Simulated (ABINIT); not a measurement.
SnSe2:

```xyz
3
Lattice="3.8110 0.0000 0.0000 -1.9055 3.3004 0.0000 0.0000 0.0000 6.1360" Properties=species:S:1:pos:R:3 pbc="T T T"
Sn    0.0000    0.0000    0.0000
Se    1.9055    1.1001    4.6081
Se    0.0000    2.2003    1.5279
```

- Program: ABINIT 10.8.3 (patched build)
- Task: relaxation of cell and atoms
- Functional: PBE
- Dispersion: D4
- Potentials or basis: JTH PAW PBE v2.0
- Cutoff: 599 eV
- k mesh: 5 × 5 × 3
- Occupations: fermi-dirac, width 0.05 eV
- Spin: no spin polarisation

At the start: pressure 3.3 GPa; volume 25.73 Å³/atom.

Problem. Where does the relaxation end?

Solution. Over 12 steps the energy falls by 19.0 meV/atom and the volume is 25.83 Å³/atom (+0.4 %); space group P-3m1 (No. 164, to 0.05 Å).

Step by step:
| step | energy change (eV) | largest force (eV/Å) | pressure (GPa) | volume (Å³) |
| --- | --- | --- | --- | --- |
| 1 | 0.0000 | 0.7570 | 3.27 | 77.18 |
| 2 | -0.0247 | 0.5590 | 2.26 | 77.76 |
| 3 | -0.0531 | 0.0752 | -0.10 | 79.24 |
| 4 | -0.0534 | 0.0432 | -0.24 | 79.30 |
| 5 | -0.0537 | 0.0210 | -0.31 | 79.27 |
| 6 | -0.0543 | 0.0197 | -0.36 | 79.03 |
| 7 | -0.0549 | 0.0446 | -0.28 | 78.58 |
| 8 | -0.0554 | 0.0415 | -0.06 | 78.04 |
| 9 | -0.0559 | 0.0175 | 0.11 | 77.80 |
| 10 | -0.0561 | 0.0086 | 0.22 | 77.69 |
| 11 | -0.0564 | 0.0304 | 0.27 | 77.61 |
| 12 | -0.0569 | 0.0426 | 0.26 | 77.50 |

Final structure:
```
Sn Se
1.0
     3.83558    0.00000    0.00000
    -1.91779    3.32171    0.00000
     0.00000    0.00000    6.08290
Sn Se
1 2
Direct
  0.00000 0.00000 0.00000
  0.66667 0.33333 0.73929
  0.33333 0.66667 0.26071
```

Caveat: the log and the count of SCF iterations are those of the last ABINIT call alone.
